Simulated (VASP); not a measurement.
## A VASP 6.6.1 single-point calculation on KI

INCAR

```
NBANDS = 15
EDIFF = 1E-7
LWAVE = .FALSE.
LASPH = .TRUE.
LREAL = .FALSE.
NELM = 67
SIGMA = 0.02
LCHARG = .FALSE.
ENCUT = 520
IBRION = -1
ISIF = 2
METAGGA = MS2
ISMEAR = -1
NSW = 0
PREC = Accurate
```

KPOINTS

```
KPOINTS created by Atomic Simulation Environment
0
Monkhorst-Pack
6 6 6
0 0 0
```

POSCAR

```
K  I
 1.0000000000000000
     4.3713285459000000    0.0000000000000000    0.0000000000000000
     0.0000000000000000    4.3713285459000000    0.0000000000000000
     0.0000000000000000    0.0000000000000000    4.3713285459000000
 K   I
   1   1
Cartesian
  0.0000000000000000  0.0000000000000000  0.0000000000000000
  2.1856642729500000  2.1856642729500000  2.1856642729500000
```

The recommended PBE PAW datasets give the neutral cell 16 valence electrons.

Command

```
mpirun -np 1 vasp_std
```

OSZICAR

```
N       E                     dE             d eps       ncg     rms          rms(c)
DAV:   1     0.787968330959E+02    0.78797E+02   -0.60955E+03   300   0.860E+02
DAV:   2    -0.716483721195E+01   -0.85962E+02   -0.81234E+02   370   0.215E+02
DAV:   3    -0.124996864849E+02   -0.53348E+01   -0.52549E+01   490   0.442E+01
DAV:   4    -0.126053637257E+02   -0.10568E+00   -0.10551E+00   356   0.673E+00
DAV:   5    -0.126079406798E+02   -0.25770E-02   -0.25751E-02   427   0.964E-01    0.635E+00
DAV:   6    -0.652825043983E+01    0.60797E+01   -0.17543E+01   370   0.234E+01    0.369E+00
DAV:   7    -0.616589599087E+01    0.36235E+00   -0.10865E+00   384   0.977E+00    0.235E+00
DAV:   8    -0.619704646741E+01   -0.31150E-01   -0.63984E-02   405   0.249E+00    0.165E+00
DAV:   9    -0.627063268353E+01   -0.73586E-01   -0.23440E-01   437   0.425E+00    0.138E+00
DAV:  10    -0.628121993037E+01   -0.10587E-01   -0.81000E-03   360   0.914E-01    0.925E-01
DAV:  11    -0.628962169576E+01   -0.84018E-02   -0.36634E-02   464   0.197E+00    0.271E-01
DAV:  12    -0.628906606346E+01    0.55563E-03   -0.27087E-03   456   0.390E-01    0.164E-01
DAV:  13    -0.628914358163E+01   -0.77518E-04   -0.20023E-04   398   0.175E-01    0.119E-01
DAV:  14    -0.628923171272E+01   -0.88131E-04   -0.20737E-04   463   0.145E-01    0.990E-02
DAV:  15    -0.628925026720E+01   -0.18554E-04   -0.54556E-05   385   0.862E-02    0.366E-02
DAV:  16    -0.628925372069E+01   -0.34535E-05   -0.88036E-06   493   0.334E-02    0.147E-02
DAV:  17    -0.628925875201E+01   -0.50313E-05   -0.56470E-06   405   0.267E-02    0.225E-03
DAV:  18    -0.628925886026E+01   -0.10826E-06   -0.28121E-06   485   0.183E-02    0.401E-03
DAV:  19    -0.628925799714E+01    0.86312E-06   -0.36171E-07   472   0.594E-03    0.721E-04
DAV:  20    -0.628925790631E+01    0.90835E-07   -0.13535E-08   234   0.109E-03
   1 F= -.62892579E+01 E0= -.62892579E+01  d E =-.612170E-12
```

From OUTCAR

```
k-points           NKPTS =     10   k-points in BZ     NKDIM =     10   number of bands    NBANDS=     15

   NELECT =      16.0000    total number of electrons

   dimension x,y,z NGX =    36 NGY =   36 NGZ =   36
   dimension x,y,z NGXF=    72 NGYF=   72 NGZF=   72

  energy-cutoff  :      520.00
  volume of cell :       83.53
      direct lattice vectors                 reciprocal lattice vectors
     4.371328546  0.000000000  0.000000000     0.228763404  0.000000000  0.000000000
     0.000000000  4.371328546  0.000000000     0.000000000  0.228763404  0.000000000
     0.000000000  0.000000000  4.371328546     0.000000000  0.000000000  0.228763404

 k-points in reciprocal lattice and weights: KPOINTS created by Atomic Simulation Env
   0.08333333  0.08333333  0.08333333       0.037
   0.25000000  0.08333333  0.08333333       0.111
   0.41666667  0.08333333  0.08333333       0.111
   0.25000000  0.25000000  0.08333333       0.111
   0.41666667  0.25000000  0.08333333       0.222
   0.41666667  0.41666667  0.08333333       0.111
   0.25000000  0.25000000  0.25000000       0.037
   0.41666667  0.25000000  0.25000000       0.111
   ...

 E-fermi :   0.6082

 k-point     1 :       0.0833    0.0833    0.0833
  band No.  band energies     occupation
      1     -30.5305      2.00000
      2     -12.8903      2.00000
      3     -12.8813      2.00000
      4     -12.8813      2.00000
      5     -10.7747      2.00000
      6      -0.2970      2.00000
      7      -0.1899      2.00000
      8      -0.1899      2.00000
      9       4.6418      0.00000
     10       5.9234      0.00000
     11       5.9234      0.00000
     12       9.2203      0.00000
     13       9.2203      0.00000
     14       9.7512      0.00000
     15      11.1900      0.00000

 k-point     2 :       0.2500    0.0833    0.0833
  band No.  band energies     occupation
      1     -30.5291      2.00000
      2     -12.9348      2.00000
      3     -12.8798      2.00000
      4     -12.8774      2.00000
      5     -10.6763      2.00000
      6      -1.0451      2.00000
      7      -0.1716      2.00000
      8      -0.1499      2.00000
      9       5.4091      0.00000
     10       6.2544      0.00000
     11       6.8804      0.00000
     12       8.8277      0.00000
     13       8.9325      0.00000
     14       9.8857      0.00000
     15      10.1850      0.00000

 k-point     3 :       0.4167    0.0833    0.0833
  band No.  band energies     occupation
      1     -30.5278      2.00000
      2     -12.9806      2.00000
      3     -12.8748      2.00000
      4     -12.8736      2.00000
      5     -10.5760      2.00000
      6      -1.6647      2.00000
      7      -0.1092      2.00000
      8      -0.0982      2.00000
      9       6.2572      0.00000
     10       6.7905      0.00000
     11       7.2922      0.00000
     12       8.2524      0.00000
     13       9.0937      0.00000
     14       9.3870      0.00000
     15       9.6379      0.00000

 ...

  Total       -0.3628041     -0.3628041     -0.3628041     -0.0000000     -0.0000000     -0.0000000
  in kB       -6.9589295     -6.9589295     -6.9589295     -0.0000000     -0.0000000     -0.0000000
  external PRESSURE =      -6.9589295 kB  Pullay stress =       0.0000000 kB

 POSITION                                       TOTAL-FORCE (eV/Angst)
 -----------------------------------------------------------------------------------
      0.00000      0.00000      0.00000         0.000000      0.000000      0.000000
      2.18566      2.18566      2.18566         0.000000      0.000000      0.000000
 -----------------------------------------------------------------------------------
    total drift:                                0.000000      0.000000      0.000000

  FREE ENERGIE OF THE ION-ELECTRON SYSTEM (eV)
  ---------------------------------------------------
  free  energy   TOTEN  =        -6.2892579063 eV

  energy  without entropy=       -6.2892579063  energy(sigma->0) =       -6.28925791
```

It converged. Results: gap between bands v and c on the k mesh 4.55 eV; least direct gap on the k mesh 4.83 eV; pressure -0.7 GPa. Band v is the last that the valence electrons fill when counted band by band, and c is the next.

The shifted mesh misses Γ, so a band edge there is missed.

For comparison, a separate PBE run of the intended cell, on usual settings and not on those above, gives a gap of 3.20 eV on its mesh and a pressure of -0.2 GPa.

The run above took about 52 s on one core of a shared host (Intel Xeon Platinum 8488C) and held 0.22 GiB at most.
